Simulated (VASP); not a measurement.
# BAs (F-43m) in VASP: further runs, part 2 of 2

VASP 6.6.1.

## Step 3: Born charges and dielectric tensor, PBE

INCAR

```
SYSTEM = BAs
ALGO = Normal ; EDIFF = 1E-8
ENCUT = 520 ; GGA = PE
IBRION = 8 ; ISIF = 2
ISMEAR = 0 ; LASPH = .TRUE.
LCHARG = .FALSE. ; LEPSILON = .TRUE.
LREAL = .FALSE. ; LWAVE = .FALSE.
NELM = 60 ; NSW = 1
PREC = Accurate ; SIGMA = 0.02
```

KPOINTS

```
k-points
0
G
  4 4 4
  0 0 0
```

POSCAR

```
BAs                                     
1.0
    0.0000000000      2.4115752086      2.4115752086
    2.4115752086      0.0000000000      2.4115752086
    2.4115752086      2.4115752086      0.0000000000
  B               As            
     1     1
Direct
     0.0000000000000000    0.0000000000000000    0.0000000000000000
     0.2500000000000000    0.2500000000000000    0.2500000000000000
```

Potentials or basis: VASP PAW PBE potentials, release 64 (B, As).

Launch:

```sh
$ cat potpaw_PBE.64/B/POTCAR potpaw_PBE.64/As/POTCAR > POTCAR
$ mpirun -np 1 vasp_std > vasp.out
```

OUTCAR:

```text
SYSTEM = BAs
   EDIFF = 1E-8
   ENCUT = 520
   GGA = PE
   IBRION = 8
   ISIF = 2
   ISMEAR = 0
   LASPH = .TRUE.
   LEPSILON = .TRUE.
   LREAL = .FALSE.
   NELM = 60
   NSW = 1
   PREC = Accurate

 ion  position               nearest neighbor table
   1  0.000  0.000  0.000-   2 2.09   2 2.09   2 2.09   2 2.09
   2  0.250  0.250  0.250-   1 2.09   1 2.09   1 2.09   1 2.09

  LATTYP: Found a face centered cubic cell.
 ALAT       =     4.8231504172

  Lattice vectors:

 A1 = (   0.0000000000,   2.4115752086,   2.4115752086)
 A2 = (   2.4115752086,   0.0000000000,   2.4115752086)
 A3 = (   2.4115752086,   2.4115752086,   0.0000000000)

Analysis of symmetry for initial positions (statically):
[... 374 lines left out ...]
  z     0.00000     0.00000    -0.00000    -5.84495     0.00000    -0.00000

 SECOND DERIVATIVES (NOT SYMMETRIZED)
 ------------------------------------
               1X          1Y          1Z          2X          2Y          2Z
  1X   -16.568754    0.000000    0.000000   16.568754    0.000000    0.000000
  1Y     0.000000  -16.568754    0.000000    0.000000   16.568754    0.000000
  1Z     0.000000    0.000000  -16.568754    0.000000    0.000000   16.568754
  2X    16.575903    0.000000    0.000000  -16.575903    0.000000    0.000000
  2Y     0.000000   16.575903    0.000000    0.000000  -16.575903    0.000000
  2Z     0.000000    0.000000   16.575903    0.000000    0.000000  -16.575903

 Eigenvectors and eigenvalues of the dynamical matrix
 ----------------------------------------------------

   1 f  =   20.703504 THz   130.083955 2PiTHz  690.594574 cm-1    85.622776 meV
             X         Y         Z           dx          dy          dz
      0.000000  0.000000  0.000000     0.934800   -0.000000    0.000000
      1.205788  1.205788  1.205788    -0.355174    0.000000    0.000000
[... 21 lines left out ...]
   6 f/i=    0.001483 THz     0.009316 2PiTHz    0.049454 cm-1     0.006132 meV
             X         Y         Z           dx          dy          dz
      0.000000  0.000000  0.000000    -0.047548    0.199932    0.289680
      1.205788  1.205788  1.205788    -0.125143    0.526213    0.762425

--------------------------------------------------------------------------------------------------------

 MACROSCOPIC STATIC DIELECTRIC TENSOR IONIC CONTRIBUTION
 ------------------------------------------------------
           0.036204     0.000000     0.000000
           0.000000     0.036204     0.000000
           0.000000     0.000000     0.036204
 ------------------------------------------------------

 ELASTIC MODULI CONTR FROM IONIC RELAXATION (kBar)
 Direction    XX          YY          ZZ          XY          YZ          ZX
 --------------------------------------------------------------------------------
 XX          -0.0000      0.0000      0.0000      0.0000     -0.0000     -0.0000
 YY           0.0000     -0.0000      0.0000      0.0000      0.0000      0.0000
 ZZ           0.0000      0.0000     -0.0000     -0.0000      0.0000     -0.0000
 XY           0.0000      0.0000     -0.0000   -124.2417      0.0000      0.0000
 YZ          -0.0000      0.0000      0.0000      0.0000   -124.2417      0.0000
 ZX          -0.0000      0.0000     -0.0000      0.0000      0.0000   -124.2417
 --------------------------------------------------------------------------------

 PIEZOELECTRIC TENSOR IONIC CONTR  for field in x, y, z        (C/m^2)
          XX          YY          ZZ          XY          YZ          ZX
  --------------------------------------------------------------------------------
  x    -0.00000     0.00000     0.00000     0.00000    -0.06311    -0.00000
  y    -0.00000     0.00000    -0.00000     0.00000     0.00000    -0.06311
  z     0.00000     0.00000    -0.00000    -0.06311     0.00000     0.00000
```

OSZICAR:

```text
N       E                     dE             d eps       ncg     rms          rms(c)
DAV:   1     0.190079041395E+02    0.19008E+02   -0.36919E+03   128   0.845E+02
DAV:   2    -0.112930421607E+02   -0.30301E+02   -0.29353E+02   192   0.113E+02
DAV:   3    -0.118542800918E+02   -0.56124E+00   -0.56124E+00   152   0.198E+01
[... 12 lines left out ...]
RMM:   6    -0.369695727431E-01    0.22592E-05   -0.26605E-06   460   0.153E-03    0.233E-04
RMM:   7    -0.369674243669E-01    0.21484E-05   -0.88815E-07   465   0.460E-04    0.415E-05
RMM:   8    -0.369671979757E-01    0.22639E-06   -0.38616E-07   488   0.733E-05    0.218E-05
RMM:   9    -0.369673063969E-01   -0.10842E-06   -0.88680E-08   472   0.447E-05    0.191E-06
RMM:  10    -0.369672911784E-01    0.15219E-07   -0.92970E-08   441   0.424E-06    0.133E-06
RMM:  11    -0.369672920177E-01   -0.83932E-09   -0.32525E-08   369   0.219E-06    0.413E-07
 Linear response finished
```

It took 40 s on 1 thread of Intel Xeon 6975P-C (Granite Rapids), shared host; peak memory 0.17 GiB.

Results:

```yaml
Band_gap_on_the_k_mesh: 1.45 eV, indirect (least direct gap 3.23 eV)
Electronic_dielectric_tensor_diagonal: 15.37
Born_charges_mean_of_the_diagonal: B -0.30; As +0.30 e
Highest_phonon_frequency_at_Γ_LO-TO_splitting_left_out: 691 cm⁻¹
```

Levels at points of the mesh, in eV from the valence-band top:
| k point | band 2 | band 3 | band 4 | band 5 | band 6 | band 7 |
| --- | --- | --- | --- | --- | --- | --- |
| (0.00, 0.00, 0.00) | 0.00 | 0.00 | 0.00 | 3.23 | 3.23 | 3.23 |
| (0.50, 0.00, 0.00) | -8.59 | -1.78 | -1.78 | 2.52 | 4.73 | 4.73 |
| (0.50, 0.50, 0.00) | -8.38 | -3.97 | -3.97 | 1.45 | 1.45 | 11.09 |

Phonon frequencies in cm⁻¹ (negative: imaginary):
```
              q point        frequencies
(0.000, 0.000, 0.000)  0 0 0 691 691 691
```

Electronic dielectric tensor:
```
15.37  0.00  0.00
 0.00 15.37  0.00
 0.00  0.00 15.37
```

Born effective charge tensors (e):
atom 1, B
```
-0.30  0.00  0.00
 0.00 -0.30  0.00
 0.00  0.00 -0.30
```
atom 2, As
```
0.30 0.00 0.00
0.00 0.30 0.00
0.00 0.00 0.30
```

Caveat: the k mesh is coarse (spacing up to 0.56 Å⁻¹), so the values aren't converged. Expect the measured gap to be larger: semilocal functionals such as PBE lack the derivative discontinuity.
